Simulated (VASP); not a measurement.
A run of VASP 6.6.1 is set up as follows.

The input INCAR:

```
SYSTEM = Mg
PREC = Accurate
ENCUT = 600
EDIFF = 1E-7
ISMEAR = 1
SIGMA = 0.1
LREAL = .False.
LASPH = .True.
NELM = 80
ALGO = Normal
ISIF = 4
LWAVE = .False.
LCHARG = .False.
GGA = PE
IVDW = 12
IBRION = 2
NSW = 40
EDIFFG = -0.01
```

The input KPOINTS:

```
Automatic mesh
0
Gamma
  15 15 7
  0 0 0
```

The input POSCAR:

```
Mg                                      
1.0
    3.1336879653      0.0000000000      0.0000000000
   -1.5668439826      2.7138533855      0.0000000000
    0.0000000000      0.0000000000      4.9933448876
  Mg            
     2
Direct
     0.3333333332999970    0.6666666667000030    0.2500000000000000
     0.6666666667000030    0.3333333332999970    0.7500000000000000
```

Potentials or basis: VASP PAW PBE potentials, release 64 (Mg).

Command:

```sh
$ cat potpaw_PBE.64/Mg/POTCAR > POTCAR
$ mpirun -np 1 vasp_std > vasp.out
```

**Question.** Estimate the dispersion energy per atom.

**Answer.** -0.307 eV.

**Question.** What does it give for the band gap on the k mesh?

**Answer.** None (metal or under the smearing width).

Final structure:
```
Mg
1.0
     3.13369    0.00000    0.00000
    -1.56684    2.71385    0.00000
     0.00000    0.00000    4.99334
Mg
2
Cartesian
  0.0000 1.8092 1.2483
  1.5668 0.9046 3.7450
```

Caveat: the relaxation stopped at its first step, so nothing moved.
